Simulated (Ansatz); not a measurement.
Al under changes of volume

One of the cells (16.669 Å³/atom); the others are scaled copies at fixed shape and fractional positions:

```
CELL_PARAMETERS angstrom
2.81246 0.00000 0.00000
-1.40623 2.43566 0.00000
0.00000 0.00000 4.86685
ATOMIC_POSITIONS crystal
Al 0.33333 0.66667 0.25000
Al 0.66667 0.33333 0.75000
```

This isn't the form of Al at room conditions, which is fcc.

```yaml
Program: Ansatz 0.2.0
Functional: r2SCAN
Potentials_or_basis: Ansatz PAW
Cutoff: "500 eV (not typed: the program's choice for these potentials)"
k_mesh: 11 × 11 × 6
Occupations: fermi-dirac, width 0.05 eV
Spin: no spin polarisation
```

| volume (Å³/atom) | energy over the lowest point (meV/atom) | pressure (GPa) |
| --- | --- | --- |
| 15.669 | ? | ? |
| 16.003 | 0.00 | 0.6 |
| 16.336 | 0.67 | -1.2 |
| 16.669 | 4.91 | -2.8 |
| 17.003 | 12.34 | -4.3 |
| 17.336 | 22.61 | -5.6 |
| 17.670 | 35.42 | -6.7 |

Problem. What does the run at 15.669 Å³/atom give?

Solution. Energy over the lowest point 3.29 meV/atom; pressure 2.6 GPa.

Worked out: A Birch-Murnaghan fit of order 3 (a polynomial in V^(-2/3)) to the other rows has its minimum at 16.11 Å³/atom with B0 = V·E''(V) = 90 GPa and B' = 4.6 at fixed shape and positions, which overstates the stiffness. It gives 3.35 meV/atom at 15.669 Å³/atom, against the run's 3.29, and -dE/dV = 2.7 GPa, against 2.6.

Energies are extrapolated to zero smearing.

Caveats: the PAW data sets come from PBE, with cores solved anew for the run's functional, which leaves a small shift of forces and pressure.
